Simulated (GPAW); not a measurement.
Crystal: ZnCu2SnS4.

```xyz
8
Lattice="-2.7171 2.7171 5.4248 2.7171 -2.7171 5.4248 2.7171 2.7171 -5.4248" Properties=species:S:1:pos:R:3 pbc="T T T"
Sn    0.0000    0.0000    5.4248
Zn    2.7171    0.0000    2.7124
Cu    0.0000    2.7171    2.7124
Cu    0.0000    0.0000    0.0000
S     1.3944    1.3922    4.0338
S    -1.3922    1.3944    6.8158
S     1.3227    1.3249   -1.3910
S     4.1093    1.3227    1.3910
```

Base run:

- Program: GPAW 26.7.0
- Functional: PBE
- Potentials or basis: GPAW PAW data sets (gpaw-data 1.2.1)
- Cutoff: 450 eV
- Basis: pw
- k mesh: 5 × 5 × 5
- Occupations: fermi-dirac, width 0.05 eV
- Spin: no spin polarisation

Its results: band gap on the k mesh 0.30 eV, direct; pressure 1.1 GPa; largest force 0.533 eV/Å.

Question: The run is repeated on the same cell with these changes: functional from PBE to LDA; potentials or basis from GPAW PAW data sets (gpaw-data 1.2.1) to the program's PAW data sets (release 1.2.1) made for this functional. What comes out?

Answer: Band gap on the k mesh 0.19 eV, direct; pressure -5.3 GPa; largest force 0.600 eV/Å.

Caveats: with this Cu data set, volumes or pressures lay over 1.5 % or 2 GPa off other programs in two to four cells of ten; the cutoff is short for stress and forces, so pressures can be off by a GPa or more; spin-orbit coupling is left out, which moves the levels of the heavy elements; an odd mesh through Γ misses points on the zone boundary, where band edges often lie.

Not every run made on this cell is shown here.
